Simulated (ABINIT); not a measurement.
An input for ABINIT 10.8.3 (patched build) (B):

File run.abi:

```
pp_dirpath "./"
pseudos "B.upf"

acell 3*1.0
rprim
     4.4335053582     0.0000000000     0.0000000000
     0.0000000000     4.4335053582     0.0000000000
     0.0000000000     0.0000000000     2.9967087912
ntypat 2
znucl 5
natom 1
typat 1
xred
     0.5000000000     0.5000000000     0.5000000000

ecut 38.0

kptopt 1
ngkpt 11 11 16
nshiftk 1
shiftk 0.0 0.0 0.0

ixc 11

nband 6
occopt 3
tsmear 0.05 eV

nstep 50
tolvrs 1.0e-10

iomode 3
prtwf 0
prtden 0
prteig 0
prtebands 0
```

Potentials or basis: PseudoDojo NC SR PBE v0.4.1 standard.

Run with:

```console
$ abinit run.abi > log 2>&1
```

**Question.** What does the program do with it?

**Answer.** The run stopped without a result. It printed:

run.abo:

```text
.Version 10.8.3 of ABINIT
--- !ERROR
message: |
    Not enough pseudopotentials in input `pseudos` string, expecting npsp: 2
    Perhaps the separator (=a comma) is missing between pseudopotentials in input `pseudos` string.
...
```
